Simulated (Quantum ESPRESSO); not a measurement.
## Ru: phonons with PBEsol

Ru:

```
Ru
1.0
     2.70580    0.00000    0.00000
    -1.35290    2.34329    0.00000
     0.00000    0.00000    4.28190
Ru
2
Cartesian
  1.3529 0.7811 3.2114
  0.0000 1.5622 1.0705
```

- Program: Quantum ESPRESSO 7.5
- Task: phonons
- Functional: PBEsol
- Potentials or basis: PseudoDojo 0.4.1 SR PBEsol standard
- Cutoff: 1143 eV
- Density cutoff: 4572 eV
- k mesh: 9 × 9 × 5
- Occupations: methfessel-paxton, width 0.272 eV
- Spin: no spin polarisation
- Mixing beta: 0.5
- Most SCF iterations: 120
- SCF threshold: 4e-10 Ry

The relaxed volume is 13.34 Å³/atom. The relaxed cell is a = 2.691 Å, b = 2.691 Å, c = 4.254 Å, α = 90.00°, β = 90.00°, γ = 120.00°, the space group after relaxing (to 0.05 Å) is P6_3/mmc (No. 194) and the pressure after relaxing is 0.0 GPa. The band gap on the k mesh is none (metal or under the smearing width) and the highest phonon frequency at Γ is 267 cm⁻¹.

Step by step:
| step | energy change (eV) | largest force (eV/Å) | pressure (GPa) | volume (Å³) |
| --- | --- | --- | --- | --- |
| 1 | 0.0000 | 0.0000 | -5.93 | 27.15 |
| 2 | -0.0042 | 0.0000 | 4.62 | 26.34 |
| 3 | -0.0090 | 0.0000 | -0.15 | 26.69 |
| 4 | -0.0090 | 0.0000 | 0.00 | 26.67 |

Final structure:
```yaml
crystal:
  lattice:
    - [2.69094, 0.00000, 0.00000]
    - [-1.34547, 2.33042, 0.00000]
    - [0.00000, 0.00000, 4.25366]
  atoms:
    - { symbol: Ru, position: [0.66667, 0.33333, 0.75000] }
    - { symbol: Ru, position: [0.33333, 0.66667, 0.25000] }
```

Levels at points of the mesh, in eV from the Fermi level:
```csv
k point,band 14,band 15,band 16,band 17,band 18,band 19
"(0.00, 0.00, 0.00)",-2.09,-2.09,-1.54,-1.54,1.12,1.12
```

Phonon frequencies in cm⁻¹ (negative: imaginary):
```
              q point              frequencies
(0.000, 0.000, 0.000)  -19 -19 -19 194 194 267
```

Optical modes at Γ, degenerate ones joined:
| cm⁻¹ | components | symmetry | active in |
| --- | --- | --- | --- |
| 194 | 2 | E2g | Raman |
| 267 | 1 | B1g | silent |

It took 3.4 min on 1 thread of AMD EPYC 9R45 96-Core Processor (Zen 5) (shared host), peak memory 0.08 GiB.

Caveat: the mesh is thin for the phonons of a metal.
